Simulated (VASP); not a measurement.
# Be (Fm-3m) in VASP: further runs

One crystal, Be, is run at these levels: PBEsol; tasks: relaxation of cell and atoms.

Everything below comes from runs of VASP 6.6.1. Logs are shortened: lines on timing, memory, paths and dates and some standing lists are left out, and cuts for length are marked.

## (1) The structure

Symmetry: Fm-3m, No. 225, cubic system. Conventional cell: a = 3.158 Å, b = 3.158 Å, c = 3.158 Å, α = 90.00°, β = 90.00°, γ = 90.00°. Be (site symmetry m-3m) has 12 Be at 2.23 Å as nearest neighbours.

The cell was built by a generator and needn't be a form met in nature.

## (2) Relaxation of cell and atoms, PBEsol

Input file INCAR:

```
SYSTEM = Be
PREC     = Accurate       ! precision mode
ENCUT    = 600            ! plane-wave cutoff, eV
EDIFF    = 1E-6           ! SCF threshold, eV
ISMEAR   = -1             ! smearing method
SIGMA    = 0.05           ! smearing width, eV
LREAL    = .FALSE.        ! projectors in reciprocal space
LASPH    = .TRUE.         ! aspherical terms in the spheres
NELM     = 60             ! most SCF steps
ALGO     = Normal         ! electronic algorithm
ISIF     = 3              ! what is computed and relaxed
LWAVE    = .FALSE.        ! write WAVECAR
LCHARG   = .FALSE.        ! write CHGCAR
GGA      = PS             ! functional
IBRION   = 2              ! ionic algorithm
NSW      = 60             ! ionic steps
EDIFFG   = -0.01          ! ionic threshold
PSTRESS  = 0
```

Input file KPOINTS:

```
Automatic mesh
0
G
  14 14 14
  0 0 0
```

Input file POSCAR:

```
Be
1.0
    0.0000000000      1.5790500000      1.5790500000
    1.5790500000      0.0000000000      1.5790500000
    1.5790500000      1.5790500000      0.0000000000
Be
1
Direct
    0.0000000000      0.0000000000      0.0000000000
```

Potentials or basis: VASP PAW PBE potentials, release 64 (Be).

The run is started by

```
cat potpaw_PBE.64/Be/POTCAR > POTCAR
mpirun -np 1 vasp_std > vasp.out
```

OUTCAR:

```text
SYSTEM = Be
   PREC = Accurate
   ENCUT = 600
   EDIFF = 1E-6
   ISMEAR = -1
   LREAL = .FALSE.
   LASPH = .TRUE.
   NELM = 60
   ISIF = 3
   GGA = PS
   IBRION = 2
   NSW = 60
   EDIFFG = -0.01
   PSTRESS = 0

 ion  position               nearest neighbor table
   1  0.000  0.000  0.000-

  LATTYP: Found a face centered cubic cell.
 ALAT       =     3.1581000000

  Lattice vectors:

 A1 = (   0.0000000000,   1.5790500000,   1.5790500000)
 A2 = (   1.5790500000,   0.0000000000,   1.5790500000)
 A3 = (   1.5790500000,   1.5790500000,   0.0000000000)

Analysis of symmetry for initial positions (statically):
=====================================================================
 Subroutine PRICEL returns:
 Original cell was already a primitive cell.

 Routine SETGRP: Setting up the symmetry group for a
 face centered cubic supercell.

 Subroutine GETGRP returns: Found 48 space group operations
 (whereof 48 operations were pure point group operations)
 out of a pool of 48 trial point group operations.

The static configuration has the point symmetry O_h .

Analysis of symmetry for dynamics (positions and initial velocities):
=====================================================================
 Subroutine PRICEL returns:
 Original cell was already a primitive cell.

 Routine SETGRP: Setting up the symmetry group for a
 face centered cubic supercell.

 Subroutine GETGRP returns: Found 48 space group operations
 (whereof 48 operations were pure point group operations)
 out of a pool of 48 trial point group operations.

The dynamic configuration has the point symmetry O_h .

 Subroutine INISYM returns: Found 48 space group operations
 (whereof 48 operations are pure point group operations),
 and found     1 'primitive' translations

----------------------------------------------------------------------------------------

                                     Primitive cell

  volume of cell :       7.8744

  direct lattice vectors                    reciprocal lattice vectors
     0.000000000  1.579050000  1.579050000    -0.316646085  0.316646085  0.316646085
     1.579050000  0.000000000  1.579050000     0.316646085 -0.316646085  0.316646085
     1.579050000  1.579050000  0.000000000     0.316646085  0.316646085 -0.316646085

  length of vectors
     2.233113926  2.233113926  2.233113926     0.548447107  0.548447107  0.548447107

  position of ions in fractional coordinates (direct lattice)
     0.000000000  0.000000000  0.000000000

  ion indices of the primitive-cell ions
   primitive index   ion index
                 1           1

----------------------------------------------------------------------------------------

 KPOINTS: Automatic mesh

Automatic generation of k-mesh.
 Grid dimensions read from file:
 generate k-points for:   14   14   14

 Generating k-lattice:

  Cartesian coordinates                     Fractional coordinates (reciprocal lattice)
    -0.022617577  0.022617577  0.022617577     0.071428571  0.000000000  0.000000000
     0.022617577 -0.022617577  0.022617577     0.000000000  0.071428571  0.000000000
     0.022617577  0.022617577 -0.022617577     0.000000000  0.000000000  0.071428571

  Length of vectors
     0.039174793  0.039174793  0.039174793

  Shift w.r.t. Gamma in fractional coordinates (k-lattice)
     0.000000000  0.000000000  0.000000000

 Subroutine IBZKPT returns following result:
 ===========================================

 Found    104 irreducible k-points:

[... 43 lines left out ...]
   ENCUT  =  600.0 eV  44.10 Ry    6.64 a.u.   4.46  4.46  4.46*2*pi/ulx,y,z
   NELM   =     60;   NELMIN=  2; NELMDL= -5     # of ELM steps
   EDIFF  = 0.1E-05   stopping-criterion for ELM
   LREAL  =      F    real-space projection
   EDIFFG = -.1E-01   stopping-criterion for IOM
   NSW    =     60    number of steps for IOM
   IBRION =      2    ionic relax: 0-MD 1-quasi-New 2-CG
   NFREE  =      1    steps in history (QN), initial steepest desc. (CG)
   ISIF   =      3    stress and relaxation
   ISYM   =      2    0-nonsym 1-usesym 2-fastsym
   POTIM  = 0.5000    time-step for ionic-motion
   TEBEG  =    0.0;   TEEND  =   0.0 temperature during run
   PSTRESS=    0.0 pullay stress
   NELECT =       2.0000    total number of electrons
   NUPDOWN=      -1.0000    fix difference up-down
   EMIN   =  10.00;   EMAX   =-10.00  energy-range for DOS
   EFERMI =   0.00;   METHOD = LEGACY
   ISMEAR =    -1;   SIGMA  =   0.05  broadening in eV -4-tet -1-fermi 0-gaus
   EFERMI_NEDOS =   21; number of points for ismear=-14 and -15
   IALGO  =     38    algorithm
   IMIX   =      4    mixing-type and parameters
     AMIX     =   0.40;   BMIX     =  1.00
     AMIX_MAG =   1.60;   BMIX_MAG =  1.00
  volume/ion in A,a.u.               =       7.87        53.14
  Fermi-wavevector in a.u.,A,eV,Ry     =   1.036762  1.959196 14.624560  1.074875
  Thomas-Fermi vector in A             =   2.171168
   LORBIT       =      0    0 simple, 1 ext, 2 COOP (PROOUT), +10 PAW based schemes
   GGA     = PS    functional components
   LHFCALC =     F    Hartree Fock is set to
   AEXX    =    0.0000 exact exchange contribution
   IVDW    =     0    specifies the selected vdW correction
   LEPSILON=     F    determine dielectric tensor
   LRPA    =     F    only Hartree local field effects (RPA)
 conjugate gradient relaxation of ions
 non-spin polarized calculation
  energy-cutoff  :      600.00
  volume of cell :        7.87
 maximum number of plane-waves:       279
 NGX is ok and might be reduce to    18
   NGX =  9   NGY =  9   NGZ =  9

--------------------------------------- Ionic step        1  -------------------------------------------

 number of electron       2.0000000 magnetization

 Free energy of the ion-electron system (eV)
  ---------------------------------------------------
  ext. energy  EPLUGINS =         0.00000000
  ---------------------------------------------------
  free energy    TOTEN  =        -3.91496802 eV

  energy without entropy =       -3.91402107  energy(sigma->0) =       -3.91449454

------------------------ aborting loop because EDIFF is reached ----------------------------------------

  FORCE on cell =-STRESS in cart. coord.  units (eV):
  Direction    XX          YY          ZZ          XY          YZ          ZX
  --------------------------------------------------------------------------------------
  -------------------------------------------------------------------------------------
  Total       -0.0476018     -0.0476018     -0.0476018     -0.0000000      0.0000000     -0.0000000
  in kB       -9.6853741     -9.6853741     -9.6853741     -0.0000000      0.0000000     -0.0000000
  external PRESSURE =      -9.6853741 kB  Pullay stress =       0.0000000 kB

 VOLUME and BASIS-vectors are now :
 -----------------------------------------------------------------------------
  energy-cutoff  :      600.00
  volume of cell :        7.87
      direct lattice vectors                 reciprocal lattice vectors
     0.000000000  1.579050000  1.579050000    -0.316646085  0.316646085  0.316646085
     1.579050000  0.000000000  1.579050000     0.316646085 -0.316646085  0.316646085
     1.579050000  1.579050000  0.000000000     0.316646085  0.316646085 -0.316646085

 POSITION                                       TOTAL-FORCE (eV/Angst)
 -----------------------------------------------------------------------------------
      0.00000      0.00000      0.00000         0.000000      0.000000      0.000000
 -----------------------------------------------------------------------------------
    total drift:                                0.000000     -0.000000     -0.000000

  FREE ENERGIE OF THE ION-ELECTRON SYSTEM (eV)
  ---------------------------------------------------
  free  energy   TOTEN  =        -3.9149680200 eV

  energy  without entropy=       -3.9140210665  energy(sigma->0) =       -3.91449454

--------------------------------------- Ionic step        2  -------------------------------------------

 number of electron       2.0000000 magnetization

 Free energy of the ion-electron system (eV)
  ---------------------------------------------------
  ext. energy  EPLUGINS =         0.00000000
  ---------------------------------------------------
  free energy    TOTEN  =        -3.91515738 eV

  energy without entropy =       -3.91425773  energy(sigma->0) =       -3.91470756

 E-fermi :   7.5487     XC(G=0): -10.6477

 val. band max:        7.4470275587   @ k =  -0.2857   0.4286   0.2143
 cond. band min:       7.5909918746   @ k =  -0.2857   0.5000   0.2143
 fundamental gap:      0.1439643160
 Fermi energy:         7.5486917591

 k-point     1 :       0.0000    0.0000    0.0000
  band No.  band energies     occupation
      1      -4.3021      2.00000
      2      27.1539      0.00000
      3      27.1539      0.00000
      4      27.1539      0.00000
      5      36.8528      0.00000
[... 177 lines left out ...]
 k-point    24 :       0.2857    0.1429    0.0000
  band No.  band energies     occupation
      1      -1.8118      2.00000
      2      17.7487      0.00000
      3      21.9789      0.00000
      4      25.6208      0.00000
      5      30.2876      0.00000

 [... further k-points ...]

------------------------ aborting loop because EDIFF is reached ----------------------------------------

  FORCE on cell =-STRESS in cart. coord.  units (eV):
  Direction    XX          YY          ZZ          XY          YZ          ZX
  --------------------------------------------------------------------------------------
  -------------------------------------------------------------------------------------
  Total       -0.0066406     -0.0066406     -0.0066406      0.0000000      0.0000000      0.0000000
  in kB       -1.3604925     -1.3604925     -1.3604925      0.0000000      0.0000000      0.0000000
  external PRESSURE =      -1.3604925 kB  Pullay stress =       0.0000000 kB

 VOLUME and BASIS-vectors are now :
 -----------------------------------------------------------------------------
  energy-cutoff  :      600.00
  volume of cell :        7.82
      direct lattice vectors                 reciprocal lattice vectors
    -0.000000000  1.575423810  1.575423810    -0.317374916  0.317374916  0.317374916
     1.575423810  0.000000000  1.575423810     0.317374916 -0.317374916  0.317374916
     1.575423810  1.575423810 -0.000000000     0.317374916  0.317374916 -0.317374916

 POSITION                                       TOTAL-FORCE (eV/Angst)
 -----------------------------------------------------------------------------------
     -0.00000      1.57542      1.57542         0.000000      0.000000      0.000000
 -----------------------------------------------------------------------------------
    total drift:                               -0.000000     -0.000000     -0.000000

  FREE ENERGIE OF THE ION-ELECTRON SYSTEM (eV)
  ---------------------------------------------------
  free  energy   TOTEN  =        -3.9151573812 eV

  energy  without entropy=       -3.9142577298  energy(sigma->0) =       -3.91470756

 reached required accuracy - stopping structural energy minimisation
```

Run time: 2.6 s. Hardware: 1 thread of Intel Xeon 6975P-C (Granite Rapids), shared host; peak memory 0.11 GiB.

Results:

```yaml
Free_energy: -3.9152 eV
Relaxed_volume: 7.82 Å³/atom
Relaxed_cell: a = 2.228 Å, b = 2.228 Å, c = 2.228 Å, α = 60.00°, β = 60.00°, γ = 60.00°
Space_group_after_relaxing_to_0.05_Å: Fm-3m (No. 225)
Energy_gained_by_relaxing: 0.2 meV/atom
Ionic_steps: 2
Pressure_after_relaxing: -0.1 GPa
Band_gap_on_the_k_mesh: none (metal or under the smearing width)
```

Step by step:
| step | energy change (eV) | largest force (eV/Å) | pressure (GPa) | volume (Å³) |
| --- | --- | --- | --- | --- |
| 1 | 0.0000 | 0.0000 | -0.97 | 7.87 |
| 2 | -0.0002 | 0.0000 | -0.14 | 7.82 |

Final structure:
```cif
data_structure
_symmetry_space_group_name_H-M 'P 1'
_symmetry_Int_Tables_number 1
_cell_length_a 2.2280
_cell_length_b 2.2280
_cell_length_c 2.2280
_cell_angle_alpha 60.000
_cell_angle_beta 60.000
_cell_angle_gamma 60.000
_cell_volume 7.82
loop_
_atom_site_label
_atom_site_type_symbol
_atom_site_fract_x
_atom_site_fract_y
_atom_site_fract_z
_atom_site_occupancy
Be1 Be 0.00000 0.00000 0.00000 1
```

Caveat: the PAW data sets were made with another functional, which shifts forces and pressure a little.

(Part 1 of 2 ends here.)
